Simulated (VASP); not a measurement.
# InAs (F-43m) in VASP: band structure with HSE06

Aim: the band structure of InAs with HSE06.

All numbers are computed with VASP 6.6.1; they aren't measurements. Logs are shortened: lines on timing, memory, paths and dates and some standing lists are left out, and cuts for length are marked.

**The experiment to reproduce.**

A printed reference work, data compilation reports, for a bulk crystal of InAs at 4.2 K: band gap 0.418 eV (direct).

How close the calculation comes is told below.

### Step 1. The crystal as given

The structure is cubic, space group F-43m (No. 216). Conventional cell: a = 6.036 Å, b = 6.036 Å, c = 6.036 Å, α = 90.00°, β = 90.00°, γ = 90.00°. Around In (site symmetry -43m) lie 4 As at 2.61 Å. As (site symmetry -43m) has 4 In at 2.61 Å as nearest neighbours.

### Step 2. Band structure, HSE06

The input, POSCAR:

```
InAs
1.0
    0.0000000000      3.0180000000      3.0180000000
    3.0180000000      0.0000000000      3.0180000000
    3.0180000000      3.0180000000      0.0000000000
In As
1 1
Direct
    0.0000000000      0.0000000000      0.0000000000
    0.2500000000      0.2500000000      0.2500000000
```

The input, INCAR.step1:

```
  PREC = Accurate
  ENCUT = 520
  EDIFF = 1E-5
  ISMEAR = 0
  SIGMA = 0.02
  LREAL = F
  LASPH = T
  NELM = 100
  ALGO = Normal
  ISIF = 2
  LWAVE = T
  LCHARG = F
  NBANDS = 16
  GGA = PE
```

The input, INCAR.step2:

```
  PREC = Accurate
  ENCUT = 520
  EDIFF = 1E-6
  ISMEAR = 0
  SIGMA = 0.02
  LREAL = F
  LASPH = T
  NELM = 100
  ALGO = Normal
  ISIF = 2
  LWAVE = F
  LCHARG = F
  GGA = PE
  LHFCALC = T
  HFSCREEN = 0.2
  PRECFOCK = Fast
  NBANDS = 16
  ISTART = 1
```

The input, KPOINTS:

```
Automatic mesh
0
Gamma
  6 6 6
```

The input, KPOINTS_OPT:

```
path GXWKGLUWLK,UX
8
line-mode
reciprocal
 0.0000000000  0.0000000000  0.0000000000  G
 0.5000000000  0.0000000000  0.5000000000  X

 0.5000000000  0.0000000000  0.5000000000  X
 0.5000000000  0.2500000000  0.7500000000  W

 0.5000000000  0.2500000000  0.7500000000  W
 0.3750000000  0.3750000000  0.7500000000  K

 0.3750000000  0.3750000000  0.7500000000  K
 0.0000000000  0.0000000000  0.0000000000  G

 0.0000000000  0.0000000000  0.0000000000  G
 0.5000000000  0.5000000000  0.5000000000  L

 0.5000000000  0.5000000000  0.5000000000  L
 0.6250000000  0.2500000000  0.6250000000  U

 0.6250000000  0.2500000000  0.6250000000  U
 0.5000000000  0.2500000000  0.7500000000  W

 0.5000000000  0.2500000000  0.7500000000  W
 0.5000000000  0.5000000000  0.5000000000  L

 0.5000000000  0.5000000000  0.5000000000  L
 0.3750000000  0.3750000000  0.7500000000  K

 0.6250000000  0.2500000000  0.6250000000  U
 0.5000000000  0.0000000000  0.5000000000  X
```

Potentials or basis: VASP PAW PBE potentials, release 64 (In_d, As).

Started as:

```sh
$ cat potpaw_PBE.64/In_d/POTCAR potpaw_PBE.64/As/POTCAR > POTCAR
$ cp INCAR.step1 INCAR
$ mpirun -np 1 vasp_std > vasp.out
$ cp INCAR.step2 INCAR
$ mpirun -np 1 vasp_std > vasp.out
```

OUTCAR:

```text
PREC = Accurate
   ENCUT = 520
   EDIFF = 1E-6
   ISMEAR = 0
   LREAL = F
   LASPH = T
   NELM = 100
   ISIF = 2
   GGA = PE
   LHFCALC = T
   HFSCREEN = 0.2
   PRECFOCK = Fast
   ISTART = 1

 ion  position               nearest neighbor table
   1  0.000  0.000  0.000-   2 2.61   2 2.61   2 2.61   2 2.61
   2  0.250  0.250  0.250-   1 2.61   1 2.61   1 2.61   1 2.61

  LATTYP: Found a face centered cubic cell.
 ALAT       =     6.0360000000

  Lattice vectors:

 A1 = (   0.0000000000,   3.0180000000,   3.0180000000)
 A2 = (   3.0180000000,   0.0000000000,   3.0180000000)
 A3 = (   3.0180000000,   3.0180000000,   0.0000000000)

Analysis of symmetry for initial positions (statically):
=====================================================================
 Subroutine PRICEL returns:
 Original cell was already a primitive cell.

 Routine SETGRP: Setting up the symmetry group for a
 face centered cubic supercell.

 Subroutine GETGRP returns: Found 24 space group operations
 (whereof 24 operations were pure point group operations)
 out of a pool of 48 trial point group operations.

The static configuration has the point symmetry T_d .

Analysis of symmetry for dynamics (positions and initial velocities):
=====================================================================
 Subroutine PRICEL returns:
 Original cell was already a primitive cell.

 Routine SETGRP: Setting up the symmetry group for a
 face centered cubic supercell.

 Subroutine GETGRP returns: Found 24 space group operations
 (whereof 24 operations were pure point group operations)
 out of a pool of 48 trial point group operations.

The dynamic configuration has the point symmetry T_d .

 Subroutine INISYM returns: Found 24 space group operations
 (whereof 24 operations are pure point group operations),
 and found     1 'primitive' translations

----------------------------------------------------------------------------------------

                                     Primitive cell

  volume of cell :      54.9778

  direct lattice vectors                    reciprocal lattice vectors
     0.000000000  3.018000000  3.018000000    -0.165672631  0.165672631  0.165672631
     3.018000000  0.000000000  3.018000000     0.165672631 -0.165672631  0.165672631
     3.018000000  3.018000000  0.000000000     0.165672631  0.165672631 -0.165672631

  length of vectors
     4.268096531  4.268096531  4.268096531     0.286953414  0.286953414  0.286953414

  position of ions in fractional coordinates (direct lattice)
     0.000000000  0.000000000  0.000000000
     0.250000000  0.250000000  0.250000000

  ion indices of the primitive-cell ions
   primitive index   ion index
                 1           1
                 2           2

----------------------------------------------------------------------------------------

 KPOINTS: Automatic mesh

Automatic generation of k-mesh.
 Grid dimensions read from file:
 generate k-points for:    6    6    6

 Generating k-lattice:

  Cartesian coordinates                     Fractional coordinates (reciprocal lattice)
    -0.027612105  0.027612105  0.027612105     0.166666667  0.000000000  0.000000000
     0.027612105 -0.027612105  0.027612105     0.000000000  0.166666667  0.000000000
     0.027612105  0.027612105 -0.027612105     0.000000000  0.000000000  0.166666667

  Length of vectors
     0.047825569  0.047825569  0.047825569

  Shift w.r.t. Gamma in fractional coordinates (k-lattice)
     0.000000000  0.000000000  0.000000000

 Subroutine IBZKPT returns following result:
 ===========================================

 Found     16 irreducible k-points:

 Following reciprocal coordinates:
            Coordinates               Weight
  0.000000  0.000000  0.000000      1.000000
  0.166667  0.000000  0.000000      8.000000
  0.333333  0.000000  0.000000      8.000000
  0.500000  0.000000  0.000000      4.000000
  0.166667  0.166667  0.000000      6.000000
  0.333333  0.166667  0.000000     24.000000
[... 8 lines left out ...]
 -0.333333  0.333333  0.166667     24.000000
 -0.333333  0.500000  0.166667     12.000000
   k-points           NKPTS =     16   k-points in BZ     NKDIM =    216   number of bands    NBANDS=     16
   number of dos      NEDOS =    301   number of ions     NIONS =      2
   total plane-waves  NPLWV =  32768
   dimension x,y,z NGX =    32 NGY =   32 NGZ =   32
   dimension x,y,z NGXF=    64 NGYF=   64 NGZF=   64
   ions per type =               1   1
   NGX,Y,Z   is equivalent  to a cutoff of  12.46, 12.46, 12.46 a.u.
   NGXF,Y,Z  is equivalent  to a cutoff of  24.93, 24.93, 24.93 a.u.
 SYSTEM =  unknown system
   PREC   = accura    normal or accurate (medium, high low for compatibility)
   ISTART =      1    job   : 0-new  1-cont  2-samecut
   ICHARG =      0    charge: 1-file 2-atom 10-const
   ISPIN  =      1    spin polarized calculation?
   LNONCOLLINEAR =      F non collinear calculations
   LSORBIT =      F    spin-orbit coupling
   LASPH  =      T    aspherical Exc in radial PAW
   ENCUT  =  520.0 eV  38.22 Ry    6.18 a.u.   7.94  7.94  7.94*2*pi/ulx,y,z
   NELM   =    100;   NELMIN=  2; NELMDL=  0     # of ELM steps
   EDIFF  = 0.1E-05   stopping-criterion for ELM
   LREAL  =      F    real-space projection
   EDIFFG = 0.1E-04   stopping-criterion for IOM
   NSW    =      0    number of steps for IOM
   IBRION =     -1    ionic relax: 0-MD 1-quasi-New 2-CG
   NFREE  =      0    steps in history (QN), initial steepest desc. (CG)
   ISIF   =      2    stress and relaxation
   ISYM   =      3    0-nonsym 1-usesym 2-fastsym
   POTIM  = 0.5000    time-step for ionic-motion
   TEBEG  =    0.0;   TEEND  =   0.0 temperature during run
   PSTRESS=    0.0 pullay stress
   NELECT =      18.0000    total number of electrons
   NUPDOWN=      -1.0000    fix difference up-down
   EMIN   =  10.00;   EMAX   =-10.00  energy-range for DOS
   EFERMI =   0.00;   METHOD = LEGACY
   ISMEAR =     0;   SIGMA  =   0.02  broadening in eV -4-tet -1-fermi 0-gaus
   EFERMI_NEDOS =   21; number of points for ismear=-14 and -15
   IALGO  =     38    algorithm
   IMIX   =      1    mixing-type and parameters
     AMIX     =   0.40;   BMIX     =  1.00
     AMIX_MAG =   1.60;   BMIX_MAG =  1.00
  volume/ion in A,a.u.               =      27.49       185.50
  Fermi-wavevector in a.u.,A,eV,Ry     =   1.128331  2.132236 17.321990  1.273130
  Thomas-Fermi vector in A             =   2.265020
   LORBIT       =      0    0 simple, 1 ext, 2 COOP (PROOUT), +10 PAW based schemes
   GGA     = PE    functional components
   LHFCALC =     T    Hartree Fock is set to
   PRECFOCK=fast      Normal, Fast or Accurate (Low or Medium for compatibility)
   ENCUT4O =  -1.0   cutoff for four orbital integrals eV
   NKREDX  =     1    reduce k-point grid by
   NKREDY  =     1    reduce k-point grid by
   NKREDZ  =     1    reduce k-point grid by
   AEXX    =    0.2500 exact exchange contribution
   HFSCREEN=    0.2000 screening length (either q_TF or 0.3 A-1)
   HFSCREENC=   0.2000 screening length for correlation (either q_TF or 0.3 A-1)
   ENCUTFOCK=  -1.0 apply spherical cutoff to Coloumb kernel
   IVDW    =     0    specifies the selected vdW correction
   LEPSILON=     F    determine dielectric tensor
   LRPA    =     F    only Hartree local field effects (RPA)
 non-spin polarized calculation
 Gauss-broadening in eV      SIGMA  =   0.02
  energy-cutoff  :      520.00
  volume of cell :       54.98
 maximum number of plane-waves:      1492
  NGX = 18; NGY = 18; NGZ = 18

 number of electron      17.9999991 magnetization

 Free energy of the ion-electron system (eV)
  ---------------------------------------------------
  ext. energy  EPLUGINS =         0.00000000
  ---------------------------------------------------
  free energy    TOTEN  =        -9.23328145 eV

  energy without entropy =       -9.23328145  energy(sigma->0) =       -9.23328145

 E-fermi :   4.2772     XC(G=0):  -7.5879

 val. band max:        4.1444927100   @ k =   0.0000   0.0000   0.0000
 cond. band min:       4.7294911216   @ k =   0.0000   0.0000   0.0000
 fundamental gap:      0.5849984116
 Fermi energy:         4.2771830319

 k-point     1 :       0.0000    0.0000    0.0000
  band No.  band energies     occupation
      1     -12.0002      2.00000
      2     -12.0002      2.00000
      3     -12.0002      2.00000
      4     -11.8642      2.00000
      5     -11.8642      2.00000
      6      -8.9360      2.00000
[... 8 lines left out ...]
     15      14.7866      0.00000
     16      14.7866      0.00000

 k-point     2 :       0.1667    0.0000    0.0000
  band No.  band energies     occupation
      1     -12.0312      2.00000
      2     -11.9901      2.00000
      3     -11.9901      2.00000
      4     -11.8643      2.00000
      5     -11.8643      2.00000
      6      -8.6262      2.00000
[... 8 lines left out ...]
     15      13.6298      0.00000
     16      13.7130      0.00000

 k-point     3 :       0.3333    0.0000    0.0000
  band No.  band energies     occupation
      1     -12.0887      2.00000
      2     -11.9734      2.00000
      3     -11.9734      2.00000
      4     -11.8609      2.00000
      5     -11.8609      2.00000
      6      -7.8486      2.00000
[... 8 lines left out ...]
     15      14.1779      0.00000
     16      14.1779      0.00000

 k-point     4 :       0.5000    0.0000    0.0000
  band No.  band energies     occupation
      1     -12.1157      2.00000
      2     -11.9671      2.00000
      3     -11.9671      2.00000
      4     -11.8569      2.00000
      5     -11.8569      2.00000
      6      -7.3064      2.00000
[... 8 lines left out ...]
     15      16.0111      0.00000
     16      16.0111      0.00000
[... 172 lines left out ...]
 k-point    14 :       0.5000    0.3333    0.1667
  band No.  band energies     occupation
      1     -12.1302      2.00000
      2     -11.9539      2.00000
      3     -11.9419      2.00000
      4     -11.8797      2.00000
      5     -11.8533      2.00000
      6      -7.2542      2.00000
[... 8 lines left out ...]
     15      15.8840      0.00000
     16      17.3244      0.00000

 k-point    15 :      -0.3333    0.3333    0.1667
  band No.  band energies     occupation
      1     -12.1422      2.00000
      2     -11.9531      2.00000
      3     -11.9333      2.00000
      4     -11.8757      2.00000
      5     -11.8571      2.00000
      6      -6.8357      2.00000
[... 8 lines left out ...]
     15      16.0784      0.00000
     16      17.1057      0.00000

 k-point    16 :      -0.3333    0.5000    0.1667
  band No.  band energies     occupation
      1     -12.1587      2.00000
      2     -11.9396      2.00000
      3     -11.9221      2.00000
      4     -11.8870      2.00000
      5     -11.8513      2.00000
      6      -6.6545      2.00000
[... 8 lines left out ...]
     15      16.9683      0.00000
     16      17.1067      0.00000

------------------------ aborting loop because EDIFF is reached ----------------------------------------

  FORCE on cell =-STRESS in cart. coord.  units (eV):
  Direction    XX          YY          ZZ          XY          YZ          ZX
  --------------------------------------------------------------------------------------
  -------------------------------------------------------------------------------------
  Total        0.6917465      0.6917465      0.6917465      0.0000000      0.0000000     -0.0000000
  in kB       20.1590403     20.1590403     20.1590403      0.0000000      0.0000000     -0.0000000
  external PRESSURE =      20.1590403 kB  Pullay stress =       0.0000000 kB

 VOLUME and BASIS-vectors are now :
 -----------------------------------------------------------------------------
  energy-cutoff  :      520.00
  volume of cell :       54.98
      direct lattice vectors                 reciprocal lattice vectors
     0.000000000  3.018000000  3.018000000    -0.165672631  0.165672631  0.165672631
     3.018000000  0.000000000  3.018000000     0.165672631 -0.165672631  0.165672631
     3.018000000  3.018000000  0.000000000     0.165672631  0.165672631 -0.165672631

 POSITION                                       TOTAL-FORCE (eV/Angst)
 -----------------------------------------------------------------------------------
      0.00000      0.00000      0.00000        -0.000000     -0.000000     -0.000000
      1.50900      1.50900      1.50900         0.000000      0.000000      0.000000
 -----------------------------------------------------------------------------------
    total drift:                                0.000025      0.000023      0.000018

  FREE ENERGIE OF THE ION-ELECTRON SYSTEM (eV)
  ---------------------------------------------------
  free  energy   TOTEN  =        -9.2332814509 eV

  energy  without entropy=       -9.2332814509  energy(sigma->0) =       -9.23328145
```

Run time: 53 min. Hardware: 1 thread of Intel Xeon 6975P-C (Granite Rapids), shared host; peak memory 0.35 GiB.

What came out:

```yaml
Free_energy: -9.2333 eV
Pressure: 2.0 GPa
Band_gap_on_the_k_mesh: 0.58 eV, direct
Band_gap_along_the_path: 0.58 eV, direct
```

Levels at the corners of the path, in eV from the valence-band top:
| point | band 6 | band 7 | band 8 | band 9 | band 10 | band 11 | band 12 | band 13 |
| --- | --- | --- | --- | --- | --- | --- | --- | --- |
| Γ | -13.08 | 0.00 | 0.00 | 0.00 | 0.58 | 4.69 | 4.69 | 4.69 |
| X | -10.84 | -6.35 | -2.55 | -2.55 | 2.13 | 2.74 | 10.37 | 10.55 |
| X | -10.84 | -6.35 | -2.55 | -2.55 | 2.13 | 2.74 | 10.37 | 10.55 |
| W | -10.78 | -6.17 | -3.24 | -3.12 | 5.00 | 5.19 | 5.93 | 6.86 |
| W | -10.78 | -6.17 | -3.24 | -3.12 | 5.00 | 5.19 | 5.93 | 6.86 |
| K | -10.86 | -6.19 | -3.58 | -2.13 | 2.77 | 5.13 | 8.35 | 8.47 |
| K | -10.86 | -6.19 | -3.58 | -2.13 | 2.77 | 5.13 | 8.35 | 8.47 |
| Γ | -13.08 | 0.00 | 0.00 | 0.00 | 0.58 | 4.69 | 4.69 | 4.69 |
| Γ | -13.08 | 0.00 | 0.00 | 0.00 | 0.58 | 4.69 | 4.69 | 4.69 |
| L | -11.45 | -6.29 | -1.08 | -1.08 | 1.69 | 5.48 | 5.48 | 7.73 |
| L | -11.45 | -6.29 | -1.08 | -1.08 | 1.69 | 5.48 | 5.48 | 7.73 |
| U | -10.86 | -6.19 | -3.58 | -2.13 | 2.77 | 5.13 | 8.35 | 8.47 |
| U | -10.86 | -6.19 | -3.58 | -2.13 | 2.77 | 5.13 | 8.35 | 8.47 |
| W | -10.78 | -6.17 | -3.24 | -3.12 | 5.00 | 5.19 | 5.93 | 6.86 |
| W | -10.78 | -6.17 | -3.24 | -3.12 | 5.00 | 5.19 | 5.93 | 6.86 |
| L | -11.45 | -6.29 | -1.08 | -1.08 | 1.69 | 5.48 | 5.48 | 7.73 |
| L | -11.45 | -6.29 | -1.08 | -1.08 | 1.69 | 5.48 | 5.48 | 7.73 |
| K | -10.86 | -6.19 | -3.58 | -2.13 | 2.77 | 5.13 | 8.35 | 8.47 |
| U | -10.86 | -6.19 | -3.58 | -2.13 | 2.77 | 5.13 | 8.35 | 8.47 |
| X | -10.84 | -6.35 | -2.55 | -2.55 | 2.13 | 2.74 | 10.37 | 10.55 |

Caveat: the PAW data sets were made with another functional, which shifts forces and pressure a little; spin-orbit coupling is left out, which moves the levels of the heavy elements.

### Step 3. Against experiment

Step 2. A measured gap of InAs is 0.418 eV (direct; 4.2 K; a printed reference work, data compilation); the calculated 0.58 eV misses it by +0.17 eV. Spin-orbit coupling on As, In is left out. The value is that of HSE06, without temperature or zero-point motion.
